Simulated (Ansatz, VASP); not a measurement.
One calculation of Ca, two programs

```xyz
1
Lattice="-2.0824 2.0876 2.4289 2.0824 -2.0876 2.4289 2.0824 2.0876 -2.4289" Properties=species:S:1:pos:R:3 pbc="T T T"
Ca    0.0000    0.0000    2.4289
```

Change from the starting cell: volume scaled by 0.98.

Alike in both runs: task single point; functional PBE; k mesh 9 × 9 × 9; occupations fermi-dirac, width 0.05 eV; no spin polarisation.

|  | VASP | Ansatz |
| --- | --- | --- |
| version | VASP 6.6.1 | Ansatz 0.2.0 |
| potentials or method | VASP PAW PBE potentials, release 64 (Ca_sv) | Ansatz PAW |
| plane-wave cutoff (eV) | 520 | 420 |
| valence electrons in the cell | 10 | 10 |

```tsv
	VASP	Ansatz	Ansatz less VASP
gap on the k mesh at the Fermi level (eV)	none	none	-
pressure (GPa)	0.0	-0.1	-0.01
largest component of the traceless stress (GPa)	0.18	0.18	0.000
```

A gap of «none» marks a metal or a gap that the smearing closes.
